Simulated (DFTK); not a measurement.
Crystal: PbSe (Clausthalite).

```
CELL_PARAMETERS angstrom
0.00000 3.06065 3.06065
3.06065 0.00000 3.06065
3.06065 3.06065 0.00000
ATOMIC_POSITIONS crystal
Pb 0.00000 0.00000 0.00000
Se 0.50000 0.50000 0.50000
```

Base run:

```yaml
Program: DFTK 0.8.2
Functional: PBE
Potentials_or_basis: dojo.nc.sr.pbe.v0_4_1.standard.upf (PBE)
Cutoff: 1170 eV
k_mesh: 8 × 8 × 8
Occupations: fermi-dirac, width 0.05 eV
Spin: no spin polarisation
```

Its results: band gap on the k mesh 0.30 eV, direct; pressure 2.4 GPa.

Problem. The run is repeated on the same cell with these changes: functional from PBE to PBEsol; potentials or basis from dojo.nc.sr.pbe.v0_4_1.standard.upf (PBE) to dojo.nc.sr.pbesol.v0_4_1.standard.upf (PBEsol). What comes out?

Solution. Band gap on the k mesh 0.21 eV, direct; pressure -0.5 GPa.

Caveats: spin-orbit coupling is left out, which as a rule narrows the gap of such compounds by several tenths of an eV.

A k mesh can miss the band edges.
